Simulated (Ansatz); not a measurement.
Crystal: Ir.

```
CELL_PARAMETERS angstrom
0.00000 1.91560 1.91560
1.91560 0.00000 1.91560
1.91560 1.91560 0.00000
ATOMIC_POSITIONS crystal
Ir 0.00000 0.00000 0.00000
```

```yaml
Program: Ansatz 0.2.0
Task: relaxation of cell and atoms
Functional: RPBE
Potentials_or_basis: Ansatz PAW
Cutoff: "420 eV (not typed: the program's choice for these potentials)"
k_mesh: 12 × 12 × 12
Occupations: fermi-dirac, width 0.05 eV
Spin: no spin polarisation
```

At the start: volume 14.06 Å³/atom.

Where does the relaxation end?

It ends after 5 steps and the volume is 14.66 Å³/atom (+4.3 %); space group Fm-3m (No. 225, to 0.05 Å).

Step by step:
| step | energy change (eV) | largest force (eV/Å) | volume (Å³) |
| --- | --- | --- | --- |
| 1 | 0.0000 | 0.0000 | 14.06 |
| 2 | -0.0268 | 0.0000 | 14.75 |
| 3 | -0.0273 | 0.0000 | 14.67 |
| 4 | -0.0273 | 0.0000 | 14.66 |
| 5 | -0.0276 | 0.0000 | 14.66 |

Final structure:
```xyz
1
Lattice="0.0000 1.9425 1.9425 1.9425 0.0000 1.9425 1.9425 1.9425 0.0000" Properties=species:S:1:pos:R:3 pbc="T T T"
Ir    0.0000    0.0000    0.0000
```

Caveat: the plane-wave basis is chosen anew once the cell has moved, so the energies of steps on either side of that aren't comparable; the PAW data sets come from PBE, with cores solved anew for the run's functional, which leaves a small shift of forces and pressure.
